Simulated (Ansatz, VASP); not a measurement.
**BeS: VASP beside Ansatz**

The input INCAR:

```
SYSTEM = BeS
PREC = Accurate ; ENCUT = 520
EDIFF = 1E-7 ; ISMEAR = -1
SIGMA = 0.05 ; LREAL = .False.
LASPH = .True. ; NELM = 100
ALGO = Normal ; ISIF = 2
LWAVE = .False. ; LCHARG = .False.
GGA = PS ; NBANDS = 11
```

The input KPOINTS:

```
regular mesh
0
Gamma
  9 9 9
  0 0 0
```

POSCAR

```
BeS
1.0
    0.0000000000      2.3922257121      2.3922257121
    2.3922257121      0.0000000000      2.3922257121
    2.3922257121      2.3922257121      0.0000000000
S Be
1 1
Direct
    0.7500000000      0.7500000000      0.7500000000
    0.0000000000      0.0000000000      0.0000000000
```

The input input.yaml:

```yaml
crystal:
  lattice:
    - [0.0, 2.3922257121, 2.3922257121]
    - [2.3922257121, 0.0, 2.3922257121]
    - [2.3922257121, 2.3922257121, 0.0]
  atoms:
    - { symbol: S, position: [0.75, 0.75, 0.75] }
    - { symbol: Be, position: [0.0, 0.0, 0.0] }
hamiltonian:
  xc: pbesol
  pseudopotentials: { kind: paw }
kpoints:
  mp_grid: { grid: [9, 9, 9] }
scf:
  occupations: { method: fermi_dirac, width: 0.05 }
output:
  forces: true
  stress: true
  eigenvalues: true
```

Change from the starting cell: volume scaled by 0.96.

Alike in both runs: task single point; functional PBEsol; k mesh 9 × 9 × 9; occupations fermi-dirac, width 0.05 eV; no spin polarisation.

```csv
,VASP,Ansatz
version,VASP 6.6.1,Ansatz 0.2.0
potentials or method,"VASP PAW PBE potentials, release 64 (S, Be)",Ansatz PAW
plane-wave cutoff (eV),520,420
valence electrons in the cell,8,8
```

```tsv
	VASP	Ansatz	Ansatz less VASP
gap on the k mesh at the Fermi level (eV)	2.93	2.93	-0.004
least direct gap on the mesh (eV)	5.59	5.56	-0.029
pressure (GPa)	3.6	3.5	-0.16
```

The functional is the same, so the differences come from potentials, cutoffs and numerics.

Caveats: the PAW data sets were made with another functional, which shifts forces and pressure a little (VASP); an odd mesh through Γ misses points on the zone boundary, where band edges often lie (VASP); odd divisions of the mesh miss points on the zone boundary, where band edges often lie, so the gap on the mesh can be too wide (Ansatz); the PAW data sets come from PBE, with cores solved anew for the run's functional, which leaves a small shift of forces and pressure (Ansatz).
